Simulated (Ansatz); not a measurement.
## Polymorphs of Ag

Level of theory: DFT PBE+D3(BJ), scalar-relativistic, plane waves, PAW in Ansatz. Settings: cutoff 420 eV, Γ-centred meshes spaced at most about 0.3 Å⁻¹, and about 0.25 Å⁻¹ or finer for metals (2π included), Gaussian smearing. No spin polarisation.

Energies count from the standard state of Ag at the same level.

These are static total energies at zero pressure. Only the structures computed here compete, so a lower one can exist. For metals, differences of a few meV/atom aren't resolved.

Invented guesses and database cells were relaxed alike, and ends that match in structure were merged. ΔE counts from the first row. Coordination counts all near atoms (those within 1.25 times the shortest distance at each site). The ends were matched against large subsets of the Crystallography Open Database and the Materials Project, so a missing match doesn't prove that a structure is unreported.

```
#                                                    reached from           type and space group  atoms  Å³/atom  coordination  ΔE (meV/atom)  gap on mesh (eV)                    in databases
1                                      a cell as deposited in COD           fcc, Fm-3m (No. 225)      1     16.9         Ag 12              0              0.00                             COD
2                                        a Materials Project cell       dhcp, P6_3/mmc (No. 194)      4     16.9         Ag 12              5              0.00  Materials Project, matches COD
3  sheets of the Bi type stacked, one a cell, changed on relaxing  simple cubic, Pm-3m (No. 221)      1     19.7          Ag 6            412              0.00                        no match
```

The first two are tied within the noise. The first: Space group Fm-3m (No. 225), cubic, a = 4.073 Å. Ag has 12 Ag at 2.88 Å. It is a structure that the Crystallography Open Database (COD) lists. Another listed form, in P6_3/mmc, lies only 5 meV/atom higher, within the functional's error.

Space group Fm-3m (No. 225). a = 4.073 Å, b = 4.073 Å, c = 4.073 Å, α = 90.00°, β = 90.00°, γ = 90.00°
| atom | site | symmetry | x | y | z |
| --- | --- | --- | --- | --- | --- |
| Ag | 4a | m-3m | 0.0000 | 0.0000 | 0.0000 |

The second: Space group P6_3/mmc (No. 194), hexagonal, a = 2.880 Å, c = 9.413 Å. Ag on a site of symmetry -3m is surrounded by 12 Ag at 2.88 Å; around Ag on a site of symmetry -6m2 lie 12 Ag at 2.88 Å. Counting all near atoms, the first and the second both have Ag 12. Cells relaxed within their symmetry can be saddle points.
